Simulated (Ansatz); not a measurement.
## CsPbI3 with two functionals, isotropic strain −3.09 %

Consider CsPbI3 in the cubic perovskite structure (space group Pm-3m, No. 221; a = 6.3905 Å).

(Cell as relaxed with PBE.)

Levels (all Ansatz, a program for electronic structure, PAW): PBE (420 eV, no spin-orbit coupling); r2SCAN (500 eV, no SOC).

Each level relaxes its own structure.

```tsv
base	PBE	r2SCAN
volume per atom	52.20 Å³	50.79 Å³
lattice parameter a	639.0 pm	633.3 pm
band gap	1.48 eV	1.70 eV
```

The change: every lattice vector is shortened by 3.09 %; the atoms relax in the strained cell.

```json
[
 {"quantity": "hole mass", "PBE": "0.11 mₑ (at R)", "r2SCAN": "(withheld)"},
 {"quantity": "band gap", "PBE": "1.18 eV", "r2SCAN": "(withheld)"},
 {"quantity": "energy relative to the base (free energy F)", "PBE": "+23 meV/atom", "r2SCAN": "(withheld)"}
]
```

Q: What does r2SCAN give?

A: 
- hole mass, r2SCAN: 0.10 mₑ (at R)
- band gap, r2SCAN: 1.35 eV
- energy relative to the base (free energy F), r2SCAN: +25 meV/atom

PBE's band gap lies 0.17 eV below r2SCAN's; PBE's energy relative to the base lies 2.3 meV/atom below r2SCAN's. Neither level is exact; r2SCAN is the comparison here, not a measurement.

Spin-orbit coupling, missing from the scalar runs, can matter with I and Pb. Masses are band curvatures over ±0.01 Å⁻¹ around the edge. Stability against distortions was not tested. Many cubic perovskites are stable only at high temperature; tilts and polar distortions were not tested. This is not the structure that CsPbI3 has at room temperature and ambient pressure.
